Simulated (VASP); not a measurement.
Set up this calculation in VASP 6.6.1, as the native input.

```yaml
Task: density of states
Functional: LAK
Potentials_or_basis: VASP PAW PBE potentials, release 64 (Ru_pv)
Cutoff: 520 eV
k_mesh: 12 × 12 × 12
Occupations: tetrahedron
Spin: no spin polarisation
Further_INCAR_settings: ALGO = Normal; EDIFF = 1e-06
```

The structure of Ru lies in POSCAR:

```
Ru
1.0
    0.0000000000      1.9402002583      1.9402002583
    1.9402002583      0.0000000000      1.9402002583
    1.9402002583      1.9402002583      0.0000000000
Ru
1
Cartesian
    0.0000000000      0.0000000000      0.0000000000
```

This isn't the form of Ru at room conditions, which is hcp.

The cell isn't the ideal one: volume scaled by 1.04.

The input as run:

INCAR

```
ALGO = Normal
EDIFF = 1E-6
ENCUT = 520
ISIF = 2
ISMEAR = -5
LASPH = T
LCHARG = F
LMAXMIX = 4
LMIXTAU = T
LORBIT = 11
LREAL = F
LWAVE = F
METAGGA = LAK
NEDOS = 2001
NELM = 60
PREC = Accurate
SIGMA = 0.01
```

KPOINTS

```
k-points
0
Gamma
  12 12 12
```

Potentials or basis: VASP PAW PBE potentials, release 64 (Ru_pv).

Command:

```sh
$ cat potpaw_PBE.64/Ru_pv/POTCAR > POTCAR
$ mpirun -np 1 vasp_std > vasp.out
```

It gave:

```yaml
Pressure: -8.9 GPa
Band_gap_on_the_k_mesh: none (metal or under the smearing width)
Valence_electrons_inside_the_program's_atomic_spheres: Ru 12.52
```

Caveat: the PAW data sets were made with another functional, which shifts forces and pressure a little; tetrahedron occupations give inexact forces and stress in metals.

It took 42 s on 1 thread of Intel(R) Xeon(R) Platinum 8488C (Sapphire Rapids) (shared host), peak memory 0.13 GiB.
